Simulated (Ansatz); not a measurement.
**SnSe, one cell by several methods**

```
CELL_PARAMETERS angstrom
-0.03010 2.99495 2.99495
2.99495 -0.03010 2.99495
2.99495 2.99495 -0.03010
ATOMIC_POSITIONS crystal
Sn 0.00000 0.00000 0.00000
Se 0.50000 0.50000 0.50000
```

Atom numbers follow the list: Sn1, Se2.

The cell is COD entry 9008725, as deposited and not checked against the literature; nothing was relaxed. The listed cell was then made from it by scaling, straining or moving an atom.

Spin–orbit coupling is left out, though it moves levels of the heavy atoms by tenths of an eV or more.

All numbers are computed: DFT, PBEsol, PAW with Ansatz's default frozen-core files, scalar-relativistic (Ansatz 0.2.0); DFT, PBEsol, all-electron PAW with datasets made for the crystal, scalar-relativistic (Ansatz 0.2.0); DFT, PBEsol, all-electron LAPW, scalar-relativistic (Ansatz 0.2.0).

For PAW: a Γ-centred 7×7×7 k mesh, Fermi–Dirac smearing of 0.01 eV, cutoff 420 eV, no spin polarisation; the PAW files were made with PBE, and the program remakes their frozen cores for this functional. The crystal-made all-electron datasets (AE datasets) take a cutoff of 240 eV at this cell. LAPW targets a basis error of 0.5 meV/atom. The Ansatz runs share mesh, smearing and spin set-up. Plane-wave (PAW) pressures include the program's estimate of the Pulay term.

Stress and pressure are positive in compression.

The change that made this cell: equal xy, yz and zx engineering shear strains of -1 %.

Spin–orbit coupling is left out, which moves gradients at and beside heavy atoms by some per cent and at worst by a factor of two.

```tsv
quantity	PAW	AE datasets	LAPW
pressure (GPa)	-1.89	-1.89	-1.89
stress yz (GPa)	0.18	0.18	0.18
stress xz (GPa)	0.18	0.18	0.18
stress xy (GPa)	0.18	0.18	0.18
band gap (eV)	0.637	0.636	0.347
field gradient Vzz at Se2 (10²¹ V/m²)	-0.69	-0.69	–
```

PAW's pressure differs from the LAPW value by about 0.01 GPa or less.
